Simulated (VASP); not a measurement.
CdTe: single point with r2SCAN

**Experimental background.**

A printed reference work, data compilation reports, for a bulk crystal of CdTe at 0 K: band gap 1.607 eV.

The system is CdTe.

```
Cd Te
1.0
     0.00000    3.27790    3.27790
     3.27790    0.00000    3.27790
     3.27790    3.27790    0.00000
Cd Te
1 1
Cartesian
  0.0000 0.0000 0.0000
  1.6389 1.6389 1.6389
```

```json
{
  "Program": "VASP 6.6.1",
  "Task": "single point",
  "Functional": "r2SCAN",
  "Potentials or basis": "VASP PAW PBE potentials, release 64 (Cd, Te)",
  "Cutoff": "520 eV",
  "k mesh": "8 × 8 × 8",
  "Occupations": "gaussian, width 0.02 eV",
  "Spin": "no spin polarisation",
  "Dipole correction": "no",
  "Further INCAR settings": "ALGO = Normal; EDIFF = 1e-07; NBANDS = 16"
}
```

```json
{
 "Pressure": "0.1 GPa",
 "Band gap on the k mesh": "1.16 eV"
}
```

Levels at points of the mesh, in eV from the valence-band top:
```csv
k point,band 6,band 7,band 8,band 9,band 10,band 11,band 12,band 13
"(0.00, 0.00, 0.00)",-8.19,0.00,0.00,0.00,1.16,5.05,5.05,5.05
"(0.50, 0.00, 0.00)",-7.84,-4.30,-0.74,-0.74,2.19,5.60,5.60,7.38
"(0.50, 0.50, 0.00)",-7.70,-4.18,-1.79,-1.79,2.95,2.99,9.26,9.64
```

Run time: 100 s on 1 thread of Intel Xeon 6975P-C (shared host), peak memory 0.23 GiB.

A measured gap of CdTe is 1.607 eV (0 K; a printed reference work, data compilation); the calculated 1.16 eV misses it by -0.45 eV. Spin-orbit coupling on Cd, Te is left out. The value is that of r2SCAN, without temperature or zero-point motion.

Caveat: the PAW data sets were made with another functional, which shifts forces and pressure a little; spin-orbit coupling is left out, which moves the levels of the heavy elements.
